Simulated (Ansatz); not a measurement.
# Si: the cost of one run

Program: Ansatz 0.2.0. Level of theory: DFT PBE, scalar-relativistic, plane waves, PAW. These are calculated values, not measurements.

4 further runs of the same task are left out: 1 that didn't finish, 3 set aside as unsound or not needed. Runs told in other sessions of the task aren't counted.

**1. The structure to begin with**

It takes space group P1 (No. 1, triclinic). Conventional cell: a = 6.365 Å, b = 7.702 Å, c = 19.753 Å, α = 90.00°, β = 90.00°, γ = 90.00°. Around Si (site symmetry 1) lie 3 Si at 2.36 to 2.38 Å. Si (site symmetry 1) has 4 Si at 2.36 to 2.38 Å in its first shell of neighbours. Only part of the 17 independent sites is listed.

Coordinates:

```
Si
1.0
     7.70216    0.00000    0.00000
     0.00000    6.36468    0.00000
     0.00000    0.00000   19.75254
Si
17
Direct
  0.00000 0.93707 0.20251
  0.50000 0.93707 0.20251
  0.00000 0.56293 0.20251
  0.50000 0.56293 0.20251
  0.25000 0.43707 0.25879
  0.75000 0.43707 0.25879
  0.25000 0.06293 0.25879
  0.75000 0.06293 0.25879
  0.25000 0.93330 0.37206
  0.75000 0.93330 0.37206
  0.25000 0.56670 0.37206
  0.75000 0.56670 0.37206
  0.00000 0.42599 0.41780
  0.50000 0.42599 0.41780
  0.00000 0.07401 0.41780
  0.50000 0.07401 0.41780
  0.16667 0.42599 0.51312
```

This is the geometry of the first run shown, built on a cell relaxed beforehand with the same method.

**2. The scan**

Atoms count from 1 in the order of the input.

Si is moved over the surface cell; relaxed at each place: the height of the adsorbate's atoms; substrate rigid; the origin of the map has the adsorbate above Si13.

First coordinate, position of Si17 along the first surface vector, from above Si13: 6 values from 0.000 to 0.833, periodic. Second coordinate, position of Si17 along the second surface vector, from above Si13: 6 values from 0.000 to 0.833, periodic.

Relaxed at each point: the height of the adsorbate's atoms; substrate rigid. Points are written as (first, second).

The two vectors of the plane (Å): (3.851, 0.000, 0.000); (0.000, 6.365, 0.000).

**3. Grid point (2/6, 0/6) of the map's two axes**

input.yaml reads:

```yaml
crystal:
  lattice:
    - [7.7021644573, 0.0, 0.0]
    - [0.0, 6.3646810416, 0.0]
    - [0.0, 0.0, 19.7525435484]
  atoms:
    - { symbol: Si, position: [0.0, 0.9370679285, 0.2025055654] }
    - { symbol: Si, position: [0.5, 0.9370679285, 0.2025055654] }
    - { symbol: Si, position: [0.0, 0.5629320715, 0.2025055654] }
    - { symbol: Si, position: [0.5, 0.5629320715, 0.2025055654] }
    - { symbol: Si, position: [0.25, 0.4370679285, 0.258787516] }
    - { symbol: Si, position: [0.75, 0.4370679285, 0.258787516] }
    - { symbol: Si, position: [0.25, 0.0629320715, 0.258787516] }
    - { symbol: Si, position: [0.75, 0.0629320715, 0.258787516] }
    - { symbol: Si, position: [0.25, 0.9333044712, 0.3720589478] }
    - { symbol: Si, position: [0.75, 0.9333044712, 0.3720589478] }
    - { symbol: Si, position: [0.25, 0.5666955288, 0.3720589478] }
    - { symbol: Si, position: [0.75, 0.5666955288, 0.3720589478] }
    - { symbol: Si, position: [0.0, 0.4259907577, 0.4177964994] }
    - { symbol: Si, position: [0.5, 0.4259907577, 0.4177964994] }
    - { symbol: Si, position: [0.0, 0.0740092423, 0.4177964994] }
    - { symbol: Si, position: [0.5, 0.0740092423, 0.4177964994] }
    - { symbol: Si, position: [0.1666666667, 0.4259907577, 0.5131229977], spin: 2.0 }
basis:
  ecutwfc: 420
kpoints:
  mp_grid: { grid: [4, 4, 1] }
hamiltonian:
  xc: pbe
  pseudopotentials: { kind: paw, azcp: { folder: soft_1 } }
scf:
  occupations: { method: gaussian, width: 0.05 }
output:
  forces: true
  eigenvalues: true
  populations: true
magnetization:
  spin_polarized: true
relax:
  adjacent_minimum: "off"
  f_tol: 0.025
  max_steps: 16
  constraints:
    - { sites: [0, 1, 2, 3, 4, 5, 6, 7, 8, 9, 10, 11, 12, 13, 14, 15] }
    - { sites: [16], fix: xy }
efield:
  axis: 3
  dipole_correction: true
  ramp_width: 0.04
```

Launch:

```sh
$ ansatz run input.yaml --threads 4 --pin off --max-ram 12288MiB --backend cpu --events-out ev --progress --plain --runs-dir out
```

Q: Estimate wall time and peak memory on 4 threads of Intel Xeon Platinum 8375C at 2.90GHz (Ice Lake), shared host.

About 2 min, with a peak of 1.9 GiB.
